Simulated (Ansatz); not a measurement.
System: zinc-blende AlSb. Method: HSE06 (PAW; Ansatz, a quantum-chemistry and plane-wave program).

A relaxed, unreconstructed slab of the (110) face has 16 atoms, two equal faces of 26.919 Å² each and an energy of -56215.1361 eV. A bulk cell of 4 atoms with the same orientation and in-plane k mesh has -14054.3009 eV. Energies are extrapolated to zero smearing.

Settings: plane-wave cutoff 500 eV, 4×6×1 k mesh (along the axes of the cell as run), gaussian smearing 0.02 eV, scalar-relativistic PAW data made under PBE.

Worked out: γ = (E_slab − N E_bulk per atom)/2A = [-56215.1361 − 16 × (-14054.3009/4)]/(2 × 26.919) = 0.0384 eV/Å². With 16.022 J/m² per eV/Å² this is 0.62 J/m², or 1.03 eV per surface cell and face.

Note: the run warned that its SCF threshold was loose for the stress; the run warned that its exchange threshold was loose for the stress.
